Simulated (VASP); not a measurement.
# Ag (C2/m) in VASP: a series of runs

Runs on Ag. Level: PBE. Tasks: single point, relaxation of cell and atoms.

All numbers are computed with VASP 6.6.1; they aren't measurements. Logs are shortened: lines on timing, memory, paths and dates and some standing lists are left out, and cuts for length are marked.

### Step 1. The crystal as given

The structure is monoclinic, space group C2/m (No. 12). Conventional cell: a = 10.159 Å, b = 7.180 Å, c = 4.730 Å, α = 90.00°, β = 116.30°, γ = 90.00°. Around Ag (site symmetry m) lie 1 Ag at 1.53 Å. Ag (site symmetry m) has 1 Ag at 1.53 Å as nearest neighbours. Around Ag (site symmetry 1) lie 1 Ag at 1.54 Å.

The cell was built by a generator and needn't be a form met in nature.

### Step 2. Single point, PBE

File INCAR:

```
ALGO = Fast
EDIFF = 1E-6
ENCUT = 520
GGA = PE
ISIF = 2
ISMEAR = 0
LASPH = True
LCHARG = False
LREAL = False
LWAVE = False
NBANDS = 54
NELM = 100
PREC = Accurate
SIGMA = 0.1
```

File KPOINTS:

```
k-points
0
Gamma
  4 4 4
```

File POSCAR:

```
Ag
1.0
    5.0794408888     -3.5900239055      0.0000000000
    5.0794408888      3.5900239055      0.0000000000
   -2.0958142753      0.0000000000      4.2405492385
Ag
8
Direct
    0.8260000000      0.8260000000      0.1740000000
    0.1740000000      0.1740000000      0.8260000000
    0.2480000000      0.2480000000      0.1860000000
    0.7520000000      0.7520000000      0.8140000000
    0.7691000000      0.3029000000      0.1810000000
    0.6971000000      0.2309000000      0.8190000000
    0.2309000000      0.6971000000      0.8190000000
    0.3029000000      0.7691000000      0.1810000000
```

Potentials or basis: VASP PAW PBE potentials, release 64 (Ag).

Run with:

```console
$ cat potpaw_PBE.64/Ag/POTCAR > POTCAR
$ mpirun -np 1 vasp_std > vasp.out
```

OUTCAR:

```text
EDIFF = 1E-6
   ENCUT = 520
   GGA = PE
   ISIF = 2
   ISMEAR = 0
   LASPH = True
   LREAL = False
   NELM = 100
   PREC = Accurate

 ion  position               nearest neighbor table
   1  0.826  0.826  0.174-   4 1.53   5 2.86   8 2.86   7 3.25   6 3.25   7 3.34   6 3.34   5 3.40
                             8 3.40   4 3.43   2 3.51
   2  0.174  0.174  0.826-   3 1.53   6 2.86   7 2.86   5 3.25   8 3.25   5 3.34   8 3.34   7 3.40
                             6 3.40   3 3.43   1 3.51
   3  0.248  0.248  0.186-   2 1.53   5 2.88   8 2.88   7 3.25   6 3.25   7 3.28   6 3.28   8 3.38
                             5 3.38   2 3.43
   4  0.752  0.752  0.814-   1 1.53   6 2.88   7 2.88   5 3.25   8 3.25   5 3.28   8 3.28   6 3.38
                             7 3.38   1 3.43
   5  0.769  0.303  0.181-   6 1.54   1 2.86   3 2.88   2 3.25   4 3.25   4 3.28   2 3.34   8 3.35
                             3 3.38   1 3.40   6 3.41
   6  0.697  0.231  0.819-   5 1.54   2 2.86   4 2.88   1 3.25   3 3.25   3 3.28   1 3.34   7 3.35
                             4 3.38   2 3.40   5 3.41
   7  0.231  0.697  0.819-   8 1.54   2 2.86   4 2.88   1 3.25   3 3.25   3 3.28   1 3.34   6 3.35
                             4 3.38   2 3.40   8 3.41
   8  0.303  0.769  0.181-   7 1.54   1 2.86   3 2.88   2 3.25   4 3.25   4 3.28   2 3.34   5 3.35
                             3 3.38   1 3.40   7 3.41

 -----------------------------------------------------------------------------
|                                                                             |
|           W    W    AA    RRRRR   N    N  II  N    N   GGGG   !!!           |
|           W    W   A  A   R    R  NN   N  II  NN   N  G    G  !!!           |
|           W    W  A    A  R    R  N N  N  II  N N  N  G       !!!           |
|           W WW W  AAAAAA  RRRRR   N  N N  II  N  N N  G  GGG   !            |
|           WW  WW  A    A  R   R   N   NN  II  N   NN  G    G                |
|           W    W  A    A  R    R  N    N  II  N    N   GGGG   !!!           |
|                                                                             |
|     The distance between some ions is very small. Please check the          |
|     nearest-neighbor list in the OUTCAR file.                               |
|     I HOPE YOU KNOW WHAT YOU ARE DOING!                                     |
|                                                                             |
 -----------------------------------------------------------------------------

  LATTYP: Found a base centered monoclinic cell.
 ALAT       =    10.1588817776
 B/A-ratio  =     0.7067754078
 C/A-ratio  =     0.4656211067
 COS(beta)  =    -0.4430719219

  Lattice vectors:

 A1 = (   5.0794408888,  -3.5900239055,   0.0000000000)
 A2 = (   5.0794408888,   3.5900239055,   0.0000000000)
 A3 = (  -2.0958142753,   0.0000000000,   4.2405492385)

Analysis of symmetry for initial positions (statically):
=====================================================================
 Subroutine PRICEL returns:
 Original cell was already a primitive cell.

 Routine SETGRP: Setting up the symmetry group for a
 base centered monoclinic supercell.

 Subroutine GETGRP returns: Found  4 space group operations
 (whereof  4 operations were pure point group operations)
 out of a pool of  4 trial point group operations.

The static configuration has the point symmetry C_2h.

Analysis of symmetry for dynamics (positions and initial velocities):
=====================================================================
 Subroutine PRICEL returns:
 Original cell was already a primitive cell.

 Routine SETGRP: Setting up the symmetry group for a
 base centered monoclinic supercell.

 Subroutine GETGRP returns: Found  4 space group operations
 (whereof  4 operations were pure point group operations)
 out of a pool of  4 trial point group operations.

The dynamic configuration has the point symmetry C_2h.

 Subroutine INISYM returns: Found  4 space group operations
 (whereof  4 operations are pure point group operations),
 and found     1 'primitive' translations

----------------------------------------------------------------------------------------

                                     Primitive cell

  volume of cell :     154.6555

  direct lattice vectors                    reciprocal lattice vectors
[... 38 lines left out ...]
  Cartesian coordinates                     Fractional coordinates (reciprocal lattice)
     0.024609008 -0.034818710  0.012162554     0.250000000  0.000000000  0.000000000
     0.024609008  0.034818710  0.012162554     0.000000000  0.250000000  0.000000000
     0.000000000  0.000000000  0.058954627     0.000000000  0.000000000  0.250000000

  Length of vectors
     0.044338172  0.044338172  0.058954627

  Shift w.r.t. Gamma in fractional coordinates (k-lattice)
     0.000000000  0.000000000  0.000000000

 Subroutine IBZKPT returns following result:
 ===========================================

 Found     24 irreducible k-points:

 Following reciprocal coordinates:
            Coordinates               Weight
  0.000000  0.000000  0.000000      1.000000
  0.250000 -0.000000  0.000000      4.000000
  0.500000 -0.000000  0.000000      2.000000
  0.250000  0.250000  0.000000      2.000000
  0.500000  0.250000  0.000000      4.000000
 -0.250000  0.250000  0.000000      2.000000
[... 16 lines left out ...]
 -0.250000  0.250000  0.500000      2.000000
  0.500000  0.500000  0.500000      1.000000
   k-points           NKPTS =     24   k-points in BZ     NKDIM =     24   number of bands    NBANDS=     54
   number of dos      NEDOS =    301   number of ions     NIONS =      8
   total plane-waves  NPLWV =  82944
   dimension x,y,z NGX =    48 NGY =   48 NGZ =   36
   dimension x,y,z NGXF=    96 NGYF=   96 NGZF=   72
   ions per type =               8
   NGX,Y,Z   is equivalent  to a cutoff of  12.83, 12.83, 12.65 a.u.
   NGXF,Y,Z  is equivalent  to a cutoff of  25.66, 25.66, 25.30 a.u.
 SYSTEM =  unknown system
   PREC   = accura    normal or accurate (medium, high low for compatibility)
   ISTART =      0    job   : 0-new  1-cont  2-samecut
   ICHARG =      2    charge: 1-file 2-atom 10-const
   ISPIN  =      1    spin polarized calculation?
   LNONCOLLINEAR =      F non collinear calculations
   LSORBIT =      F    spin-orbit coupling
   LASPH  =      T    aspherical Exc in radial PAW
   ENCUT  =  520.0 eV  38.22 Ry    6.18 a.u.  11.57 11.57  8.80*2*pi/ulx,y,z
   NELM   =    100;   NELMIN=  2; NELMDL= -5     # of ELM steps
   EDIFF  = 0.1E-05   stopping-criterion for ELM
   LREAL  =      F    real-space projection
   EDIFFG = 0.1E-04   stopping-criterion for IOM
   NSW    =      0    number of steps for IOM
   IBRION =     -1    ionic relax: 0-MD 1-quasi-New 2-CG
   NFREE  =      0    steps in history (QN), initial steepest desc. (CG)
   ISIF   =      2    stress and relaxation
   ISYM   =      2    0-nonsym 1-usesym 2-fastsym
   POTIM  = 0.5000    time-step for ionic-motion
   TEBEG  =    0.0;   TEEND  =   0.0 temperature during run
   PSTRESS=    0.0 pullay stress
   NELECT =      88.0000    total number of electrons
   NUPDOWN=      -1.0000    fix difference up-down
   EMIN   =  10.00;   EMAX   =-10.00  energy-range for DOS
   EFERMI =   0.00;   METHOD = LEGACY
   ISMEAR =     0;   SIGMA  =   0.10  broadening in eV -4-tet -1-fermi 0-gaus
   EFERMI_NEDOS =   21; number of points for ismear=-14 and -15
   IALGO  =     68    algorithm
   IMIX   =      4    mixing-type and parameters
     AMIX     =   0.40;   BMIX     =  1.00
     AMIX_MAG =   1.60;   BMIX_MAG =  1.00
  volume/ion in A,a.u.               =      19.33       130.46
  Fermi-wavevector in a.u.,A,eV,Ry     =   1.356586  2.563575 25.039142  1.840325
  Thomas-Fermi vector in A             =   2.483576
   LORBIT       =      0    0 simple, 1 ext, 2 COOP (PROOUT), +10 PAW based schemes
   GGA     = PE    functional components
   LHFCALC =     F    Hartree Fock is set to
   AEXX    =    0.0000 exact exchange contribution
   IVDW    =     0    specifies the selected vdW correction
   LEPSILON=     F    determine dielectric tensor
   LRPA    =     F    only Hartree local field effects (RPA)
 non-spin polarized calculation
 RMM-DIIS sequential band-by-band and
 Gauss-broadening in eV      SIGMA  =   0.10
  energy-cutoff  :      520.00
  volume of cell :      154.66
 maximum number of plane-waves:      4179
 NGX is ok and might be reduce to    48

 number of electron      88.0000009 magnetization

 Free energy of the ion-electron system (eV)
  ---------------------------------------------------
  ext. energy  EPLUGINS =         0.00000000
  ---------------------------------------------------
  free energy    TOTEN  =        52.98035809 eV

  energy without entropy =       52.99279091  energy(sigma->0) =       52.98657450

 E-fermi :   7.4522     XC(G=0): -11.0981

 val. band max:        7.4152322394   @ k =   0.0000   0.0000   0.0000
 cond. band min:       7.4640612359   @ k =   0.5000   0.2500   0.5000
 fundamental gap:      0.0488289966
 Fermi energy:         7.4522199409

 k-point     1 :       0.0000    0.0000    0.0000
  band No.  band energies     occupation
      1      -4.1359      2.00000
      2      -4.0719      2.00000
      3      -3.9504      2.00000
      4      -3.9439      2.00000
      5      -3.8915      2.00000
      6      -3.5051      2.00000
[... 1357 lines left out ...]
     53      15.2300      0.00000
     54      15.8430      0.00000

------------------------ aborting loop because EDIFF is reached ----------------------------------------

  FORCE on cell =-STRESS in cart. coord.  units (eV):
  Direction    XX          YY          ZZ          XY          YZ          ZX
  --------------------------------------------------------------------------------------
  -------------------------------------------------------------------------------------
  Total       -2.0252465     -3.9875358    285.2776391      0.0000000      0.0000000     -3.0846562
  in kB      -20.9808521    -41.3094885   2955.3774619      0.0000000      0.0000000    -31.9559694
  external PRESSURE =     964.3623738 kB  Pullay stress =       0.0000000 kB

 VOLUME and BASIS-vectors are now :
 -----------------------------------------------------------------------------
  energy-cutoff  :      520.00
  volume of cell :      154.66
      direct lattice vectors                 reciprocal lattice vectors
     5.079440889 -3.590023905  0.000000000     0.098436031 -0.139274839  0.048650217
     5.079440889  3.590023905  0.000000000     0.098436031  0.139274839  0.048650217
    -2.095814275  0.000000000  4.240549238     0.000000000  0.000000000  0.235818509

 POSITION                                       TOTAL-FORCE (eV/Angst)
 -----------------------------------------------------------------------------------
      8.02656      0.00000      0.73786        -0.921894      0.000000     48.022125
      0.03650      0.00000      3.50269         0.921894      0.000000    -48.022125
      2.12958      0.00000      0.78874         0.720141      0.000000     48.024022
      5.93349      0.00000      3.45181        -0.720141      0.000000    -48.024022
      5.06582     -1.67367      0.76754        -0.847570      0.691572     47.663330
      2.99725     -1.67367      3.47301         0.847570      0.691572    -47.663330
      2.99725      1.67367      3.47301         0.847570     -0.691572    -47.663330
      5.06582      1.67367      0.76754        -0.847570     -0.691572     47.663330
 -----------------------------------------------------------------------------------
    total drift:                               -0.000000     -0.000000      0.000000

  FREE ENERGIE OF THE ION-ELECTRON SYSTEM (eV)
  ---------------------------------------------------
  free  energy   TOTEN  =        52.9803580912 eV

  energy  without entropy=       52.9927909139  energy(sigma->0) =       52.98657450
```

Wall time 84 s (1 thread of Intel Xeon 6975P-C (Granite Rapids), shared host); peak memory 0.33 GiB.

What came out:

```yaml
Free_energy: 52.9804 eV
Pressure: 96.4 GPa
Largest_force: 48.031 eV/Å
Band_gap_on_the_k_mesh: none (metal or under the smearing width)
```

Forces on the atoms (eV/Å):
```
Ag   -0.922   0.000  48.022
Ag    0.922   0.000 -48.022
Ag    0.720   0.000  48.024
Ag   -0.720   0.000 -48.024
Ag   -0.848   0.692  47.663
Ag    0.848   0.692 -47.663
Ag    0.848  -0.692 -47.663
Ag   -0.848  -0.692  47.663
```

Caveat: the k mesh is coarse (spacing up to 0.37 Å⁻¹), so the values aren't converged; a pressure of tens of GPa on the cell as given is suspect, and the run, the potentials or the cell itself is likely at fault; forces of over 1 eV/Å show positions far from the minimum, so gaps and moduli don't describe the material at rest.

### Step 3. Single point, PBE

This run uses another cell than the first one, of 17.95 Å³/atom, 0.929 times its volume.

File INCAR:

```
PREC = Accurate
ENCUT = 520
EDIFF = 1E-6
ISMEAR = 0
SIGMA = 0.1
LREAL = False
LASPH = True
NELM = 100
ALGO = Fast
ISIF = 2
LWAVE = False
LCHARG = False
GGA = PE
NBANDS = 54
```

File KPOINTS:

```
regular mesh
0
Gamma
  4 4 4
```

File POSCAR:

```
Ag
1.0
    5.0478231200     -2.9486275188     -0.6883644016
    5.0478231200      2.9486275188     -0.6883644016
   -2.6574465947      0.0000000000      5.1863854405
Ag
8
Direct
    0.7500059768      0.7500059768      0.2500036287
    0.2499940232      0.2499940232      0.7499963713
    0.2500008605      0.2500008605      0.2500109906
    0.7499991395      0.7499991395      0.7499890094
    0.7499956578      0.2499989631      0.2499901581
    0.7500010369      0.2500043422      0.7500098419
    0.2500043422      0.7500010369      0.7500098419
    0.2499989631      0.7499956578      0.2499901581
```

Potentials or basis: VASP PAW PBE potentials, release 64 (Ag).

Run with:

```console
$ cat potpaw_PBE.64/Ag/POTCAR > POTCAR
$ mpirun -np 1 vasp_std > vasp.out
```

OUTCAR:

```text
PREC = Accurate
   ENCUT = 520
   EDIFF = 1E-6
   ISMEAR = 0
   LREAL = False
   LASPH = True
   NELM = 100
   ISIF = 2
   GGA = PE

 ion  position               nearest neighbor table
   1  0.750  0.750  0.250-   4 2.91   4 2.91   6 2.94   7 2.94   6 2.94   7 2.94   8 2.94   5 2.94
                             5 2.94   8 2.94   3 2.95   3 2.95
   2  0.250  0.250  0.750-   3 2.91   3 2.91   5 2.94   8 2.94   5 2.94   8 2.94   6 2.94   7 2.94
[... 1597 lines left out ...]
  Total       -0.0957630     -0.2069502     -0.1328888      0.0000000      0.0000000      0.0313946
  in kB       -1.0684342     -2.3089567     -1.4826484      0.0000000      0.0000000      0.3502713
  external PRESSURE =      -1.6200131 kB  Pullay stress =       0.0000000 kB

 VOLUME and BASIS-vectors are now :
 -----------------------------------------------------------------------------
  energy-cutoff  :      520.00
  volume of cell :      143.60
      direct lattice vectors                 reciprocal lattice vectors
     5.047823120 -2.948627519 -0.688364402     0.106493714 -0.169570418  0.054566202
     5.047823120  2.948627519 -0.688364402     0.106493714  0.169570418  0.054566202
    -2.657446595  0.000000000  5.186385440     0.028268814  0.000000000  0.207297139

 POSITION                                       TOTAL-FORCE (eV/Angst)
 -----------------------------------------------------------------------------------
      6.90742      0.00000      0.26406        -0.000018      0.000000     -0.000042
      0.53078      0.00000      3.54560         0.000018      0.000000      0.000042
      1.85953      0.00000      0.95247         0.000149      0.000000     -0.000103
      5.57867      0.00000      2.85719        -0.000149      0.000000      0.000103
      4.38346     -1.47430      0.60818        -0.000085      0.000013      0.000203
      3.05474     -1.47430      3.20147         0.000085      0.000013     -0.000203
      3.05474      1.47430      3.20147         0.000085     -0.000013     -0.000203
      4.38346      1.47430      0.60818        -0.000085     -0.000013      0.000203
 -----------------------------------------------------------------------------------
    total drift:                                0.000000      0.000000      0.000000

  FREE ENERGIE OF THE ION-ELECTRON SYSTEM (eV)
  ---------------------------------------------------
  free  energy   TOTEN  =       -21.5330045322 eV

  energy  without entropy=      -21.5134476521  energy(sigma->0) =      -21.52322609
```

It took 88 s on 1 thread of Intel Xeon 6975P-C (Granite Rapids), shared host; peak memory 0.37 GiB.

What came out:

* Free energy: -21.5330 eV
* Pressure: -0.2 GPa
* Band gap on the k mesh: none (metal or under the smearing width)

### Step 4. Single point, PBE

This run uses another cell than the first one: it holds 2 atoms, not 8.

File INCAR:

```
SYSTEM = Ag
  ALGO = Fast
  EDIFF = 1E-7
  ENCUT = 520
  GGA = PE
  ISIF = 2
  ISMEAR = 0
  LASPH = .True.
  LCHARG = .False.
  LREAL = .False.
  LWAVE = .False.
  NBANDS = 18
  NELM = 100
  PREC = Accurate
  SIGMA = 0.1
```

File KPOINTS:

```
k-points
0
Gamma
  18 18 10
  0 0 0
```

File POSCAR:

```
Ag
1.0
    2.9339475023      0.0000000000      0.0000000000
   -1.4669737512      2.5408730704      0.0000000000
    0.0000000000      0.0000000000      4.8000634374
Ag
2
Direct
    0.3333333333      0.6666666667      0.2500000000
    0.6666666667      0.3333333333      0.7500000000
```

Run with:

```console
$ cat potpaw_PBE.64/Ag/POTCAR > POTCAR
$ mpirun -np 1 vasp_std > vasp.out
```

Run time: 47 s. Hardware: 1 thread of AMD EPYC 9R45 (Zen 5), shared host; peak memory 0.21 GiB.

The run converged. Its results:

```yaml
Free_energy: -5.4274 eV
Pressure: 0.0 GPa
Band_gap_on_the_k_mesh: none (metal or under the smearing width)
```

Levels at points of the mesh, in eV from the Fermi level:
```tsv
k point	band 9	band 10	band 11	band 12	band 13	band 14
(0.00, 0.00, 0.00)	-4.00	-3.07	-3.07	-0.27	3.33	15.54
(0.50, 0.00, 0.00)	-2.90	-2.82	0.14	1.46	6.68	6.95
(0.00, 0.00, 0.50)	-3.36	-3.36	-3.36	-3.36	10.76	10.76
(0.50, 0.00, 0.50)	-2.87	-2.87	0.83	0.83	4.34	4.34
```

(Continued in part 2 of 2.)
